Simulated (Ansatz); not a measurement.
Geometry optimisation in Ansatz: input, command and trajectory.

```yaml
crystal:
  lattice:
    - [2.9294395523, 0.0, 0.0]
    - [-1.4647197762, 2.5369690712, 0.0]
    - [0.0, 0.0, 4.5634445039]
  atoms:
    - { symbol: Ti, position: [0.3333333333, 0.6666666667, 0.25] }
    - { symbol: Ti, position: [0.6666666667, 0.3333333333, 0.75] }
basis:
  ecutwfc: 420
kpoints:
  mp_grid: { grid: [24, 24, 12] }
hamiltonian:
  xc: pbesol
scf:
  occupations: { method: gaussian, width: 0.1 }
output:
  forces: true
  stress: true
  eigenvalues: true
relax:
  adjacent_minimum: "off"
  f_tol: 0.008
  max_steps: 40
  cell: { stress_tol: 0.015, fix: [a, b, gamma] }
```

```bash
ansatz run input.yaml --threads 1 --pin off --max-ram 2560MiB --backend cpu --events-out ev --progress --plain --runs-dir out
```

Method: DFT PBEsol, scalar-relativistic, plane waves, PAW in Ansatz 0.2.0.

Of 4 frames 3 are shown, positions in Å and forces in eV/Å; the SCF threshold varies from step to step. Steps run on the plane waves of an earlier cell, with a Pulay correction in the pressure. The basis is chosen afresh for the last frame, the zero of the energies, and at times for earlier ones too; energy and pressure step there, also at an unchanged geometry.

```xyz
2
Lattice="2.9294 0.0000 0.0000 -1.4647 2.5370 0.0000 0.0000 0.0000 4.5634" Properties=species:S:1:pos:R:3:forces:R:3 pbc="T T T" step=1 free_energy_over_end_meV_per_atom=0.05 pressure_GPa=-1.58
Ti    0.0000    1.6913    1.1409    0.0000    0.0000    0.0000
Ti    1.4647    0.8457    3.4226    0.0000    0.0000    0.0000
2
Lattice="2.9294 0.0000 0.0000 -1.4647 2.5370 0.0000 0.0000 0.0000 4.5501" Properties=species:S:1:pos:R:3:forces:R:3 pbc="T T T" step=2 free_energy_over_end_meV_per_atom=0.00 pressure_GPa=-1.23
Ti    0.0000    1.6913    1.1375    0.0000    0.0000    0.0000
Ti    1.4647    0.8457    3.4126    0.0000    0.0000    0.0000
2
Lattice="2.9294 0.0000 0.0000 -1.4647 2.5370 0.0000 0.0000 0.0000 4.5532" Properties=species:S:1:pos:R:3:forces:R:3 pbc="T T T" step=4 free_energy_over_end_meV_per_atom=0.00 pressure_GPa=-1.31
Ti    0.0000    1.6913    1.1383    0.0000    0.0000    0.0000
Ti    1.4647    0.8457    3.4149    0.0000    0.0000    0.0000
```

It took 48 s on 1 thread of Arm Neoverse V2, with other jobs on the host, peak memory 0.49 GiB.